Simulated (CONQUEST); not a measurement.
# Sn under changes of volume

One of the cells (33.803 Å³/atom); the others are scaled copies at fixed shape and fractional positions:

```
Sn
1.0
     4.57264    0.00000    0.00000
     0.00000    4.57264    0.00000
     0.00000    0.00000    6.46669
Sn
4
Direct
  0.00000 0.50000 0.25000
  0.50000 0.00000 0.75000
  0.00000 0.00000 0.50000
  0.50000 0.50000 0.00000
```

This isn't the form of Sn at room conditions, which is tetragonal (white tin).

| Property | Result |
| --- | --- |
| Program | CONQUEST 1.3 |
| Functional | PBE |
| Potentials or basis | PseudoDojo NC PBE, SZP, grid of 48 × 48 × 64 points |
| k mesh | 6 × 6 × 4 |
| Occupations | fermi-dirac, width 0.05 eV |
| Spin | no spin polarisation |

| volume (Å³/atom) | energy over the lowest point (meV/atom) | pressure (GPa) |
| --- | --- | --- |
| 31.775 | 150.97 | 9.6 |
| 32.451 | ? | ? |
| 33.127 | 80.28 | 7.1 |
| 33.803 | 53.04 | 5.8 |
| 34.479 | 31.42 | 4.6 |
| 35.155 | 13.84 | 3.7 |
| 35.831 | 0.00 | 2.8 |

Q: What does the run at 32.451 Å³/atom give?

A: Energy over the lowest point 113.07 meV/atom; pressure 8.5 GPa.

Worked out: A Birch-Murnaghan fit of order 3 (a polynomial in V^(-2/3)) to the other rows has no minimum within the range. It gives 112.46 meV/atom at 32.451 Å³/atom, against the run's 113.07, and -dE/dV = 8.4 GPa, against 8.5.

Energies are extrapolated to zero smearing.

Caveats: the atomic basis is small; the basis of atomic orbitals isn't converged, which shifts pressures, moduli and gaps; the real-space grid breaks the cell's symmetry a little.
